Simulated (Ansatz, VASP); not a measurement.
**AlP: VASP beside Ansatz**

Wanted: the spread between two codes on one cell, functional and k mesh. The cell is taken from a series of runs on this material, whose earlier steps may have relaxed, scaled, displaced or heated it; both programs get it as it stands.

Program: Ansatz 0.2.0. Level of theory: plane waves, with VASP 6.6.1 beside it; single point at HSE06. Results are calculated unless marked as measured.

## 1. The structure

The cell holds 10 atoms: 5 Al and 5 P. Cell: a = 3.854 Å, b = 5.451 Å, c = 39.200 Å, α = 90.0°, β = 90.0°, γ = 90.0°. It derives from AlP. Vacuum lies along c.

## 2. Ansatz: single point, HSE06

Ansatz runs on its PAW soft_1 files.

A single point gives forces, pressure and levels at one fixed geometry, so differences don't come from the geometry; what else differs is listed under the comparison.

input.yaml

```yaml
crystal:
  lattice:
    - [3.8544390642, 0.0, 0.0]
    - [0.0, 5.451, 0.0]
    - [0.0, 0.0, 39.2]
  atoms:
    - { symbol: Al, position: [0.0, 0.0548400887, 0.4135575912] }
    - { symbol: P, position: [0.5, 0.2577669163, 0.3977603156] }
    - { symbol: Al, position: [0.5, 0.4767593414, 0.4492904226] }
    - { symbol: P, position: [0.0, 0.7266113576, 0.4511947994] }
    - { symbol: Al, position: [0.0, -0.0181244554, 0.5] }
    - { symbol: P, position: [0.5, 0.2361690473, 0.5] }
    - { symbol: Al, position: [0.5, 0.4767593414, 0.5507095774] }
    - { symbol: P, position: [0.0, 0.7266113576, 0.5488052006] }
    - { symbol: Al, position: [0.0, 0.0548400887, 0.5864424088] }
    - { symbol: P, position: [0.5, 0.2577669163, 0.6022396844] }
  periodic: [true, true, false]
kpoints:
  mp_grid: { grid: [4, 2, 1] }
  band_path:
    path: [[0.0, 0.0, 0.0], [0.5, 0.0, 0.0], [0.5, 0.5, 0.0], [0.0, 0.5, 0.0]]
    npoints: 1
hamiltonian:
  xc: hse06
  pseudopotentials: { kind: paw, azcp: { folder: soft_1 } }
scf:
  occupations: { method: fixed }
  n_extra_bands: 7
output:
  eigenvalues: true
  write_density: true
  write_potential: true
  elf: true
  volumetric_format: npy
```

Started as:

```console
ansatz run input.yaml --threads 8 --pin off --max-ram 17510MiB --backend cpu --events-out ev --progress --plain --runs-dir out
```

Numbers of over 12 decimals in the logs are rounded to 6 here.

The program printed:

```text
scf.n_extra_bands = 7 over 20 filled bands (N_el = 40.0): the run solves 27 bands
Engine: ansatz 0.2.0, aarch64-unknown-linux-gnu
Pseudopotentials: kind: paw
Pseudopotential: Al, paw, valence charge 3, recommended cutoff 420 eV (normal), soft_1/Al.paw.azcp
Pseudopotential: P, paw, valence charge 5, recommended cutoff 420 eV (normal), soft_1/P.paw.azcp
Functional definition: HSE06
  parameter a = 0.25
  parameter omega = 0.11/bohr
  exchange = pbe_x - a*pbe_x_sr(omega) + a*exact_x_sr(omega)
  correlation = pbe_c
davidson cushion auto → on  (no smearing: the cushion is to keep the highest requested band from converging to the state above it; pin scf.eigensolver.cushion to override)
Crystal: 10 atoms, lattice volume = 823.613 Å³
Basis set: ecut = 420 eV, 16101 PW (Γ)
Bands: 27, of which v1, the nominal top of the filled ones, is band 20 counted from 1 (19 counted from 0)
Symmetry: 4 space group operations
Space group: Pmm2 (ITA 25), of the structure as read, at distance tolerance 9.4e-5 Å
k-points: 6 of 8
Non-local potential: Al, projectors of the file, l = 0: 2, l = 1: 2, l = 2: 1
Non-local potential: P, projectors of the file, l = 0: 2, l = 1: 2, l = 2: 1
PAW form: soft (Blöchl's): semilocal exchange-correlation on the pseudo side does not see the compensation charge
PAW frozen core: Al, regenerated for the run's functional, and the local potential with it (the file was generated under x = pbe(κ = 0.804, μ = 0.219515), c = pbe(β = 0.066725))
PAW frozen core: P, regenerated for the run's functional, and the local potential with it (the file was generated under x = pbe(κ = 0.804, μ = 0.219515), c = pbe(β = 0.066725))
PAW one-centre angular grid: Al, 110 points (default); XC on 64 Gauss nodes
PAW one-centre angular grid: P, 110 points (default); XC on 64 Gauss nodes
Initial density: superposition of atomic densities (neutral atoms: chi_scale 0, normalization atom)
Initial wavefunctions: pseudopotential atomic-orbital guess
Functional: x = pbe(κ = 0.804, μ = 0.219515), c = pbe(β = 0.066725), warm-up for x = pbe(κ = 0.804, μ = 0.219515) + 0.25 (exact − pbe) at short range (hse, ω = 0.207870 Å⁻¹), c = pbe(β = 0.066725); HSE06 as pw.x's `hse` composes it (authors' and Libxc's form: `xc: wpbeh`)
iter 1 solved again at ethr=2.02e-2 eV; its pass at ethr=1.00e-1 eV (dr2=8.08e0 eV) is discarded
SCF iter   1: F=—  HF=-6472.141168 eV  |F-HF|=—  |Δ(HF+E_count)|=         —  Δρ=2.42e-2  dr2=8.16e0  ethr=2.02e-2  ⟨swp⟩=5.2  Hψ=1046  notcnv=0
preconditioner: auto → none  [insulator: Δε(μ)=1.801 eV  Ē_g=8.106 eV  n_scr=56 (ndim 8)  ℏωp=8.2 eV  f_vac=0.685]
iter 2 solved again at ethr=1.60e-3 eV; its pass at ethr=2.02e-2 eV (dr2=6.42e-1 eV) is discarded
SCF iter   2: F=—  HF=-6469.797019 eV  |F-HF|=—  |Δ(HF+E_count)|=    2.34e0  Δρ=9.58e-3  dr2=6.53e-1  ethr=1.60e-3  ⟨swp⟩=5.0  Hψ=896  notcnv=0
SCF iter   3: F=—  HF=-6469.698033 eV  |F-HF|=—  |Δ(HF+E_count)|=   9.90e-2  Δρ=4.30e-3  dr2=2.16e-1  ethr=1.60e-3  ⟨swp⟩=3.8  Hψ=418  notcnv=0
SCF iter   4: F=—  HF=-6469.775456 eV  |F-HF|=—  |Δ(HF+E_count)|=   7.74e-2  Δρ=2.77e-3  dr2=6.85e-1  ethr=5.39e-4  ⟨swp⟩=5.7  Hψ=537  notcnv=0  defer=2  recentre
SCF iter   5: F=—  HF=-6469.667531 eV  |F-HF|=—  |Δ(HF+E_count)|=   1.08e-1  Δρ=6.70e-4  dr2=1.48e-2  ethr=5.39e-4  ⟨swp⟩=4.7  Hψ=480  notcnv=0
SCF iter   6: F=—  HF=-6469.665877 eV  |F-HF|=—  |Δ(HF+E_count)|=   1.65e-3  Δρ=1.86e-4  dr2=3.32e-4  ethr=3.70e-5  ⟨swp⟩=4.2  Hψ=442  notcnv=0  defer=1
SCF iter   7: F=-6469.665966 eV  HF=-6469.665978 eV  |F-HF|=1.20e-5  |Δ(HF+E_count)|=   1.00e-4  Δρ=5.55e-5  dr2=3.58e-5  ethr=8.29e-7  ⟨swp⟩=5.8  Hψ=631  notcnv=0  defer=1
SCF 1 stopped early in 7 iterations: F = -6469.665966 eV  dr2 = 3.58e-5
  greatest PAW one-centre occupation: 0.793 electrons in one spin orbital (limit 2), on the P atom at site 9 (counted from 0), in its partial waves of l = 0
Initial density: handed on by an earlier stage of this run
Initial wavefunctions: those handed on with the density
Functional: x = pbe(κ = 0.804, μ = 0.219515) + 0.25 (exact − pbe) at short range (hse, ω = 0.207870 Å⁻¹), c = pbe(β = 0.066725); HSE06 as pw.x's `hse` composes it (authors' and Libxc's form: `xc: wpbeh`)
Exchange kernel: α = 0.2500, screened, ω = 0.2079 Å⁻¹, Wigner–Seitz truncation, v(0) = 1005.3544 eV·Å³, q-mesh 4×2×1, nearest image of the exchange supercell L = 10.90 Å, pair-density grid 15×24×160, without the augmentation charges, whose exchange is taken in its separable form by FFT convolution over the k-point mesh (sized by the pseudopotential files, 25×40×270 at the most)
Frozen-core exchange: fock
SCF iter   1: F=—  HF=-6474.529284 eV  |F-HF|=—  |Δ(HF+E_count)|=         —  Δρ=1.37e-3  dr2=2.25e-2  ethr=8.96e-7  ⟨swp⟩=11.2  Hψ=1202  notcnv=0
preconditioner: auto → none  [insulator: Δε(μ)=1.659 eV  Ē_g=8.848 eV  n_scr=56 (ndim 8)  ℏωp=8.2 eV  f_vac=0.698]
SCF iter   2: F=—  HF=-6474.520997 eV  |F-HF|=—  |Δ(HF+E_count)|=   8.29e-3  Δρ=2.69e-4  dr2=2.48e-3  ethr=8.96e-7  ⟨swp⟩=6.0  Hψ=733  notcnv=0
SCF iter   3: F=—  HF=-6474.534243 eV  |F-HF|=—  |Δ(HF+E_count)|=   1.32e-2  Δρ=2.41e-4  dr2=6.67e-4  ethr=8.96e-7  ⟨swp⟩=5.5  Hψ=706  notcnv=0  defer=1
SCF iter   4: F=—  HF=-6474.534011 eV  |F-HF|=—  |Δ(HF+E_count)|=   2.32e-4  Δρ=3.60e-5  dr2=7.64e-5  ethr=8.96e-7  ⟨swp⟩=3.7  Hψ=491  notcnv=0
SCF iter   5: F=—  HF=-6474.534401 eV  |F-HF|=—  |Δ(HF+E_count)|=   3.90e-4  Δρ=5.39e-5  dr2=3.77e-5  ethr=8.54e-8  ⟨swp⟩=5.3  Hψ=662  notcnv=0
SCF iter   6: F=-6474.534388 eV  HF=-6474.534389 eV  |F-HF|=9.32e-7  |Δ(HF+E_count)|=   1.22e-5  Δρ=8.00e-6  dr2=2.17e-6  ethr=8.54e-8  ⟨swp⟩=3.5  Hψ=405  notcnv=0
SCF 2 stopped early in 6 iterations: F = -6474.534388 eV  dr2 = 2.17e-6
  greatest PAW one-centre occupation: 0.787 electrons in one spin orbital (limit 2), on the P atom at site 9 (counted from 0), in its partial waves of l = 0
hybrid outer 1: dexx = +1.639e-2 eV, tail = 1.05e-5 eV
Exchange kernel: α = 0.2500, screened, ω = 0.2079 Å⁻¹, Wigner–Seitz truncation, v(0) = 1005.3544 eV·Å³, q-mesh 4×2×1, nearest image of the exchange supercell L = 10.90 Å, pair-density grid 15×24×160, without the augmentation charges, whose exchange is taken in its separable form by FFT convolution over the k-point mesh (sized by the pseudopotential files, 25×40×270 at the most)
Frozen-core exchange: fock
SCF iter   1: F=—  HF=-6474.534273 eV  |F-HF|=—  |Δ(HF+E_count)|=         —  Δρ=7.96e-6  dr2=1.09e-6  ethr=1.31e-7  ⟨swp⟩=5.0  Hψ=399  notcnv=0
preconditioner: auto → none  [insulator: Δε(μ)=1.679 eV  Ē_g=8.855 eV  n_scr=56 (ndim 8)  ℏωp=8.2 eV  f_vac=0.699]
iter 2 solved again at ethr=1.75e-10 eV; its pass at ethr=2.43e-9 eV (dr2=7.01e-8 eV) is discarded
SCF iter   2: F=—  HF=-6474.534273 eV  |F-HF|=—  |Δ(HF+E_count)|=   2.02e-7  Δρ=2.60e-6  dr2=1.07e-7  ethr=1.75e-10  ⟨swp⟩=3.0  Hψ=943  notcnv=0
SCF iter   3: F=-6474.534273 eV  HF=-6474.534273 eV  |F-HF|=8.51e-9  |Δ(HF+E_count)|=   1.47e-8  Δρ=9.43e-7  dr2=4.29e-8  ethr=1.75e-10  ⟨swp⟩=4.0  Hψ=482  notcnv=0
SCF 3 converged in 3 iterations: F = -6474.534273 eV  dr2 = 4.29e-8
hybrid outer 2: dexx = +2.250e-7 eV, tail = 8.72e-8 eV, Δε = 5.89e-4 eV (about 7.58e-5 eV left of the loop's levels)
NSCF: frozen V_eff on 4 k-points
WARN: The output density's exchange-correlation potential varies sharply where the density is thin. Do not read a vacuum level from v_tot or v_xc, or from such a field of the output density. On a cell that repeats whose density bears no net charge and no dipole along the vacuum's axis use v_es (v_loc + v_h of the components); under efield.dipole_correction with no amplitude use v_es + v_field, which holds any externa [...]
hybrid SCF converged: 2 outer / 9 inner (+7 warm-up), last move |dexx| = 2.25e-7 eV, tail = 8.72e-8 eV
Stability not checked: this state was not tested for a lower state beside it, because the functional holds exact exchange (a hybrid, or Hartree-Fock), whose exchange loop this test does not read (fock_operator; see scf.lower_state_search)
Free energy (F): -6474.534273 eV
Frozen-core exchange: fock
Harris-Foulkes:  -6474.534273 eV  (|F-HF|=8.51e-9)
Internal energy: -6474.534273 eV  (E = F + TS)
E sigma→0 (E₀):  -6474.534273 eV
Fermi energy:    -6.270981 eV
--- Per-component energies (eV) ---
  E_band       = -434.668727
  E_kinetic    = 457.659291
  E_local      = -46104.029164  (includes V_loc(G=0)·N_el)
  E_nonlocal   = 209.194319
  E_hartree    = 22772.048926
  E_xc         = -449.485205
  E_vxc        = -367.175989  (∫ρ·V_xc dr)
  E_exx        = -58.610528  (= α·E_x^exact, valence–valence)
  E_paw        = -5186.252610  (= ΣΔE_a)
  E_vpaw       = -57.191905  (= ΣTr[D̂ρ^β])
  E_aug_tail   = -0.000010  (compensation charges beyond the density's cutoff)
  E_ewald      = 21885.543208
  E_core_change = -0.602501  (= ΣΔE_core)
  E_smearing   = -0.000000  (= −TS)
  E_closure    = 0.000000  (closes the sum)
  Σ components = -6474.534273   (vs F -6474.534273, Δ=0.00e0)
--- Band table (eV; the first three rows and the last of 6) ---
  k-point 0: bands = [... 16 lower, -6.5522, -6.5411, -6.4655, -6.2710, -3.7794, -2.9697, -2.7593, -2.0850, ... 3 higher]
  k-point 1: bands = [... 16 lower, -7.1398, -6.9870, -6.6533, -6.6185, -2.8659, -2.7001, -2.3560, -1.9253, ... 3 higher]
  k-point 2: bands = [... 16 lower, -7.6012, -7.3211, -6.9647, -6.4990, -3.1361, -3.1319, -1.9397, -1.9125, ... 3 higher]
  k-point 5: bands = [... 16 lower, -7.5763, -7.3520, -6.6603, -6.3998, -3.3343, -2.6940, -1.7996, -1.5488, ... 3 higher]
  the weakly bound empty levels are not read free of the cell's end (exact_exchange)
```

In the SCF lines HF is the Harris–Foulkes energy and dr2 the Hartree energy of the density residual, in eV; the loop may stop once dr2 is under the threshold and the program's other checks hold. Hψ counts applications of the Hamiltonian.

[end of part 1 of 2]

[Lines on the potential files, build, host, timing and source positions are cut from VASP's logs without a mark.]

[Logs are printed without paths, hosts, clocks, repeated set-up lines and the standing remarks that a program may print on its own settings, such as how far it seeks lower states.]

[Hosts, paths, dates, database ids (printed as entryN), source tags and the programs' standing remarks are cut or masked in the printed files.]
